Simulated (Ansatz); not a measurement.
Sb:

```
Sb
1.0
     3.12240    0.00000    0.00000
     0.00000    4.34752    0.00000
    -0.03891    0.00000    4.40585
Sb
2
Direct
  0.01139 0.25000 0.24117
  0.98861 0.75000 0.75883
```

This isn't the form of Sb at room conditions, which is rhombohedral.

| Property | Result |
| --- | --- |
| Program | Ansatz 0.2.0 |
| Task | relaxation of cell and atoms |
| Functional | PBE0 |
| Potentials or basis | Ansatz PAW |
| Cutoff | 420 eV (not typed: the program's choice for these potentials) |
| k mesh | 5 × 3 × 3 |
| Occupations | fermi-dirac, width 0.05 eV |
| Spin | no spin polarisation |

At the start: volume 29.90 Å³/atom.

**Question.** Where does the relaxation end?

**Answer.** It ends after 8 steps and the volume is 30.51 Å³/atom (+2.0 %); space group P2_1/m (No. 11, to 0.05 Å).

The path:
```
step  energy change (eV)  largest force (eV/Å)  volume (Å³)
   1              0.0000                0.2376        59.81
   2             -0.0047                0.1446        58.74
   3             -0.0392                0.2329        59.66
   4             -0.0560                0.1960        60.12
   5             -0.0640                0.0789        61.49
   6             -0.0656                0.0039        60.74
   7             -0.0659                0.0035        61.03
   8             -0.0662                0.0035        61.03
```

Final structure:
```cif
data_structure
_symmetry_space_group_name_H-M 'P 1'
_symmetry_Int_Tables_number 1
_cell_length_a 3.1798
_cell_length_b 4.3101
_cell_length_c 4.4529
_cell_angle_alpha 90.000
_cell_angle_beta 90.620
_cell_angle_gamma 90.000
_cell_volume 61.03
loop_
_atom_site_label
_atom_site_type_symbol
_atom_site_fract_x
_atom_site_fract_y
_atom_site_fract_z
_atom_site_occupancy
Sb1 Sb 0.00248 0.25000 0.21595 1
Sb2 Sb 0.99752 0.75000 0.78405 1
```

Caveat: the k mesh is coarse (spacing up to 0.48 Å⁻¹), so the values aren't converged, least of all with exact exchange; the plane-wave basis is chosen anew once the cell has moved, so the energies of steps on either side of that aren't comparable; the PAW data sets come from PBE, with cores solved anew for the run's functional, which leaves a small shift of forces and pressure.
